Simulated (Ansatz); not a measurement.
Input and command of a plane-wave DFT calculation in Ansatz:

```yaml
crystal:
  lattice:
    - [0.0, 2.0554708021, 2.0554708021]
    - [2.0554708021, 0.0, 2.0554708021]
    - [2.0554708021, 2.0554708021, 0.0]
  atoms:
    - { symbol: Ag, position: [0.0, 0.0, 0.0] }
basis:
  ecutwfc: 500
kpoints:
  mp_grid: { grid: [18, 18, 18] }
hamiltonian:
  xc: r2scan
scf:
  occupations: { method: gaussian, width: 0.1 }
output:
  forces: true
  stress: true
  eigenvalues: true
relax:
  adjacent_minimum: "off"
  f_tol: 0.01
  max_steps: 60
  cell: { stress_tol: 0.1 }
```

```bash
ansatz run input.yaml --threads 1 --pin off --max-ram 2560MiB --backend cpu --events-out ev --progress --plain --runs-dir out
```

Processor: Arm Neoverse V1, 1 thread, on a host shared with other jobs.

Question: Estimate time, memory and problem size.

Answer: About 27 s on 1 thread of Arm Neoverse V1 (shared host), peak memory 0.38 GiB. It solves 14 bands at 195 k points (the mesh reduced by the symmetry that the task leaves, which can be less than the crystal's) with about 411 plane waves (on the last cell), in 23 SCF iterations over 4 ionic steps.
